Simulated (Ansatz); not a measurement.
**CdSe (Cadmoselite): equation of state with PBEsol**

CdSe (Cadmoselite):

```
Cd Se
1.0
     4.30000    0.00000    0.00000
    -2.15000    3.72391    0.00000
     0.00000    0.00000    7.02000
Cd Se
2 2
Direct
  0.66667 0.33333 0.50000
  0.33333 0.66667 0.00000
  0.66667 0.33333 0.88500
  0.33333 0.66667 0.38500
```

```
Program             : Ansatz 0.2.0
Task                : equation of state
Functional          : PBEsol
Potentials or basis : all-electron LAPW, scalar-relativistic
Basis error allowed : 0.002 eV/atom
k mesh              : 7 × 7 × 4
Occupations         : fermi-dirac, width 0.05 eV
Spin                : no spin polarisation
```

- Equilibrium volume: 28.20 Å³/atom
- Bulk modulus at fixed shape and positions: 52 GPa
- Pressure derivative of the bulk modulus: 4.6

Energy against volume, from the lowest point:
| volume (Å³/atom) | energy (meV/atom) |
| --- | --- |
| 26.416 | 20.43 |
| 26.978 | 9.16 |
| 27.540 | 2.52 |
| 28.102 | 0.00 |
| 28.665 | 1.14 |
| 29.227 | 5.62 |
| 29.789 | 13.02 |

All runs of the series together: 4.3 min on 2 threads of AMD EPYC 7R43 64-Core Processor (Zen 3), on a shared host.

Caveat: the cell was scaled at fixed shape and fractional positions, which overstates the stiffness of a crystal with free parameters, most of all of layers and chains.
